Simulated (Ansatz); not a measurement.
# Residual resistivity of an alloy: Li(100) with 4 layers of random Li-Ag, 2x2, part 2 of 2

How strongly does chemical disorder scatter in Li(100) with 4 layers of random Li-Ag, 2x2?

Ansatz 0.2.0; Ansatz plane-wave DFT, PBE, PAW files; ballistic transport by layer matching (Landauer), zero bias; PAW set soft_1.

So far. Step 3 (With 8 alloy layers): Over the solved energies the transmission per spin lies between 3.32 and 3.55, out of 4.84 channels of the lead on average (up to 4.92).

## 4. With 12 alloy layers

In 12 layers a share of 0.25 of the sites is given to Ag at random. A fresh draw is used; the growth of the resistance with length is what counts.

System of this step: Li(100) with 12 layers of random Li-Ag, 2x2. The cell holds 88 atoms: 76 Li and 12 Ag. Cell: a = 7.020 Å, b = 7.020 Å, c = 38.610 Å, α = 90.0°, β = 90.0°, γ = 90.0°. It derives from Li. Regions: lead, 40 atoms (40 Li); scattering region, 48 atoms (36 Li and 12 Ag). The structure is stacked along c, and the current runs across the ab planes.

Contents of input.yaml:

```yaml
crystal:
  lattice:
    - [7.02, 0.0, 0.0]
    - [0.0, 7.02, 0.0]
    - [0.0, 0.0, 38.61]
  atoms:
    - { symbol: Li, position: [0.0, 0.0, 0.0227272727] }
    - { symbol: Li, position: [0.0, 0.5, 0.0227272727] }
    - { symbol: Li, position: [0.5, 0.0, 0.0227272727] }
    - { symbol: Li, position: [0.5, 0.5, 0.0227272727] }
    - { symbol: Li, position: [0.25, 0.25, 0.0681818182] }
    - { symbol: Li, position: [0.25, 0.75, 0.0681818182] }
    - { symbol: Li, position: [0.75, 0.25, 0.0681818182] }
    - { symbol: Li, position: [0.75, 0.75, 0.0681818182] }
    - { symbol: Li, position: [0.0, 0.0, 0.1136363636] }
    - { symbol: Li, position: [0.0, 0.5, 0.1136363636] }
    - { symbol: Li, position: [0.5, 0.0, 0.1136363636] }
    - { symbol: Li, position: [0.5, 0.5, 0.1136363636] }
    - { symbol: Li, position: [0.25, 0.25, 0.1590909091] }
    - { symbol: Li, position: [0.25, 0.75, 0.1590909091] }
    - { symbol: Li, position: [0.75, 0.25, 0.1590909091] }
    - { symbol: Li, position: [0.75, 0.75, 0.1590909091] }
    - { symbol: Li, position: [0.0, 0.0, 0.2045454545] }
    - { symbol: Li, position: [0.0, 0.5, 0.2045454545] }
    - { symbol: Li, position: [0.5, 0.0, 0.2045454545] }
    - { symbol: Li, position: [0.5, 0.5, 0.2045454545] }
    - { symbol: Li, position: [0.25, 0.25, 0.25] }
    - { symbol: Li, position: [0.25, 0.75, 0.25] }
    - { symbol: Li, position: [0.75, 0.25, 0.25] }
    - { symbol: Li, position: [0.75, 0.75, 0.25] }
    - { symbol: Li, position: [0.0, 0.0, 0.2954545455] }
    - { symbol: Li, position: [0.0, 0.5, 0.2954545455] }
    - { symbol: Ag, position: [0.5, 0.0, 0.2954545455] }
    - { symbol: Li, position: [0.5, 0.5, 0.2954545455] }
    - { symbol: Ag, position: [0.25, 0.25, 0.3409090909] }
    - { symbol: Ag, position: [0.25, 0.75, 0.3409090909] }
    - { symbol: Li, position: [0.75, 0.25, 0.3409090909] }
    - { symbol: Li, position: [0.75, 0.75, 0.3409090909] }
    - { symbol: Li, position: [0.0, 0.0, 0.3863636364] }
    - { symbol: Ag, position: [0.0, 0.5, 0.3863636364] }
    - { symbol: Li, position: [0.5, 0.0, 0.3863636364] }
    - { symbol: Li, position: [0.5, 0.5, 0.3863636364] }
    - { symbol: Ag, position: [0.25, 0.25, 0.4318181818] }
    - { symbol: Li, position: [0.25, 0.75, 0.4318181818] }
    - { symbol: Ag, position: [0.75, 0.25, 0.4318181818] }
    - { symbol: Li, position: [0.75, 0.75, 0.4318181818] }
    - { symbol: Li, position: [0.0, 0.0, 0.4772727273] }
    - { symbol: Li, position: [0.0, 0.5, 0.4772727273] }
    - { symbol: Ag, position: [0.5, 0.0, 0.4772727273] }
    - { symbol: Li, position: [0.5, 0.5, 0.4772727273] }
    - { symbol: Li, position: [0.25, 0.25, 0.5227272727] }
    - { symbol: Li, position: [0.25, 0.75, 0.5227272727] }
    - { symbol: Li, position: [0.75, 0.25, 0.5227272727] }
    - { symbol: Li, position: [0.75, 0.75, 0.5227272727] }
    - { symbol: Li, position: [0.0, 0.0, 0.5681818182] }
    - { symbol: Li, position: [0.0, 0.5, 0.5681818182] }
    - { symbol: Li, position: [0.5, 0.0, 0.5681818182] }
    - { symbol: Li, position: [0.5, 0.5, 0.5681818182] }
    - { symbol: Ag, position: [0.25, 0.25, 0.6136363636] }
    - { symbol: Li, position: [0.25, 0.75, 0.6136363636] }
    - { symbol: Ag, position: [0.75, 0.25, 0.6136363636] }
    - { symbol: Li, position: [0.75, 0.75, 0.6136363636] }
    - { symbol: Li, position: [0.0, 0.0, 0.6590909091] }
    - { symbol: Ag, position: [0.0, 0.5, 0.6590909091] }
    - { symbol: Li, position: [0.5, 0.0, 0.6590909091] }
    - { symbol: Ag, position: [0.5, 0.5, 0.6590909091] }
    - { symbol: Li, position: [0.25, 0.25, 0.7045454545] }
    - { symbol: Li, position: [0.25, 0.75, 0.7045454545] }
    - { symbol: Li, position: [0.75, 0.25, 0.7045454545] }
    - { symbol: Ag, position: [0.75, 0.75, 0.7045454545] }
    - { symbol: Li, position: [0.0, 0.0, 0.75] }
    - { symbol: Li, position: [0.0, 0.5, 0.75] }
    - { symbol: Li, position: [0.5, 0.0, 0.75] }
    - { symbol: Li, position: [0.5, 0.5, 0.75] }
    - { symbol: Li, position: [0.25, 0.25, 0.7954545455] }
    - { symbol: Li, position: [0.25, 0.75, 0.7954545455] }
    - { symbol: Li, position: [0.75, 0.25, 0.7954545455] }
    - { symbol: Li, position: [0.75, 0.75, 0.7954545455] }
    - { symbol: Li, position: [0.0, 0.0, 0.8409090909] }
    - { symbol: Li, position: [0.0, 0.5, 0.8409090909] }
    - { symbol: Li, position: [0.5, 0.0, 0.8409090909] }
    - { symbol: Li, position: [0.5, 0.5, 0.8409090909] }
    - { symbol: Li, position: [0.25, 0.25, 0.8863636364] }
    - { symbol: Li, position: [0.25, 0.75, 0.8863636364] }
    - { symbol: Li, position: [0.75, 0.25, 0.8863636364] }
    - { symbol: Li, position: [0.75, 0.75, 0.8863636364] }
    - { symbol: Li, position: [0.0, 0.0, 0.9318181818] }
    - { symbol: Li, position: [0.0, 0.5, 0.9318181818] }
    - { symbol: Li, position: [0.5, 0.0, 0.9318181818] }
    - { symbol: Li, position: [0.5, 0.5, 0.9318181818] }
    - { symbol: Li, position: [0.25, 0.25, 0.9772727273] }
    - { symbol: Li, position: [0.25, 0.75, 0.9772727273] }
    - { symbol: Li, position: [0.75, 0.25, 0.9772727273] }
    - { symbol: Li, position: [0.75, 0.75, 0.9772727273] }
kpoints:
  mp_grid: { grid: [3, 3, 1] }
hamiltonian:
  xc: pbe
  pseudopotentials: { kind: paw, azcp: { folder: soft_1 } }
scf:
  occupations: { method: fermi_dirac, width: 0.1 }
output:
  transmission: { leads: [[0, 4]], kmesh: [6, 6], e_range: [-0.05, 0.05], de: 0.05 }
  write_potential: true
  write_density: true
  volumetric_format: npy
```

Launch:

```console
> ansatz run input.yaml --threads 4 --pin off --max-ram 15360MiB --backend cpu --events-out ev --progress --plain --runs-dir out
```

Numbers of over 12 decimals in the logs are rounded to 6 here.

Log:

```text
[...]
Crystal: 88 atoms, lattice volume = 1902.716 Å³
Basis set: ecut = 420 eV, 37253 PW (Γ)
Bands: 316, of which v1, the nominal top of the filled ones, is band 228 counted from 1 (227 counted from 0)
Symmetry: 1 space group operations
[...]
k-points: 5 of 9 (time reversal used)
[...]
SCF iter   1: F=—  HF=-106756.141352 eV  |F-HF|=—  |Δ(HF+E_count)|=         —  Δρ=2.34e-1  dr2=8.42e3  ethr=3.10e-3  ⟨swp⟩=10.8  Hψ=8844  notcnv=0  defer=65
[...]
SCF iter  17: F=-106646.626405 eV  HF=-106646.626405 eV  |F-HF|=7.92e-9  |Δ(HF+E_count)|=   3.08e-8  Δρ=4.54e-7  dr2=1.16e-8  ethr=2.19e-11  ⟨swp⟩=13.4  Hψ=7381  notcnv=0
SCF 1 converged in 17 iterations: F = -106646.626405 eV  dr2 = 1.16e-8
[...]
transmission: 99 of 980 steps passed
transmission: 201 of 980 steps passed
[...]
transmission: 980 of 980 steps passed
SCF converged after 17 iterations
Free energy (F): -106646.626405 eV
[...]
Internal energy: -106645.464715 eV  (E = F + TS)
E sigma→0 (E₀):  -106646.045560 eV
Entropy (-TS):   -1.161690 eV (-13.201 meV/atom)
Fermi energy:    2.365792 eV
[...]
--- Band table (eV; the first three rows and the last of 5) ---
  k-point 0: bands = [... 224 lower, 1.9594, 2.2018, 2.2207, 2.2746, 2.2814, 2.2844, 2.3028, 2.3210, ... 84 higher]
  k-point 1: bands = [... 224 lower, 2.2220, 2.2368, 2.2459, 2.2677, 2.4393, 2.4769, 2.5060, 2.5196, ... 84 higher]
  k-point 2: bands = [... 224 lower, 2.2147, 2.2337, 2.2420, 2.2568, 2.4243, 2.4416, 2.4963, 2.5305, ... 84 higher]
  k-point 4: bands = [... 224 lower, 2.1592, 2.1977, 2.2386, 2.2797, 2.7711, 2.8426, 2.8455, 2.8773, ... 84 higher]
--- Transmission ---
  basis      : 437 plane waves across, 49 finite elements along
  points     : 20, standing for a mesh of 6 x 6
[...]
channels       : 4.916667e0 a spin
[...]
junction   : crystal 0 to crystal 0, 0.70 to 37.55 Å
    transmission   : 3.273909e0 a spin
[...]
```

Run time: 8.1 min. Hardware: 4 threads of Intel Xeon 6975P-C (Granite Rapids), shared host; peak memory 10 GiB; 27 min of CPU time.

This step gave:

| Quantity | Value |
| --- | --- |
| free energy | -106646.6264 eV |
| energy at zero smearing | -106646.0456 eV |
| Fermi energy | 2.366 eV |
| transmission per spin nearest the Fermi level | 3.274 |
| step of the lead's potential | 4.4 meV |

Per spin. Table of transmission, zone mean by energy, zero at the Fermi level:

```csv
energy (eV),"transmission, zone mean"
-0.0500,3.19
0.0000,3.27
0.0500,3.45
```

Over the solved energies the transmission per spin lies between 3.19 and 3.45, out of 4.84 channels of the lead on average (up to 4.92).

## 5. The fit

This step: Ansatz plane-wave DFT, PBE, PAW files; ballistic transport by layer matching (Landauer), zero bias; residual resistivity from the slope of the area resistance, atoms on the host's lattice; PAW set soft_1 (Ansatz 0.2.0).

Numbers from this step:

- resistivity: 23.60 µΩ cm
- intercept: 0.1471 fΩ m²
- scatter about the fit: 0.04545 fΩ m²

Resistance, by row:

```csv
run,length (Å),T,channels N,RA (fΩ m²)
n4,7.02,3.927,4.75,0.2806
n8,14.04,3.427,4.843,0.5427
n12,21.06,3.303,4.843,0.6119
```

Area resistance against length of the alloy:

```csv
length of the alloy (Å),area resistance (fΩ m²)
7.02,0.281
14.04,0.543
21.06,0.612
```

The area resistance goes from 0.28 to 0.61 fΩ m² between 7.0 and 21.1 Å, a slope of 24 µΩ cm.

By hand from the end points: (0.6119 − 0.2806) fΩ m² / (21.06 − 7.02) Å = 24 µΩ cm, since 1 fΩ m² per Å is 1000 µΩ cm.

## 6. Summary of results

| Item | Value |
| --- | --- |
| resistivity from the slope | 23.6 µΩ cm |
| area resistance over 7.02 Å | 0.281 fΩ m² |
| area resistance over 14.0 Å | 0.543 fΩ m² |
| area resistance over 21.1 Å | 0.612 fΩ m² |

What this shows: The slope gives 24 µΩ cm. The points scatter by 0.045 fΩ m² about the line, with one random draw a length in a 2x2 cell, so the slope is a rough value. The lead's own channel count moves between the runs (4.75, 4.84 and 4.84), which shifts RA and the slope too. Read with a model of isotropic scattering on a spherical Fermi surface and the lead's 0.75×10¹⁵ S/m², this slope means a mean free path near 46 Å; over these lengths the model's slope is 1.09 times its bulk resistivity, which would be 22 µΩ cm. The atoms sit on the host's lattice, so scattering by size misfit is left out.

[Logs are printed without paths, hosts, clocks, repeated set-up lines and the standing remarks that a program may print on its own settings, such as how far it seeks lower states.]

[Hosts, paths, dates, database ids (printed as entryN), source tags and the programs' standing remarks are cut or masked in the printed files.]
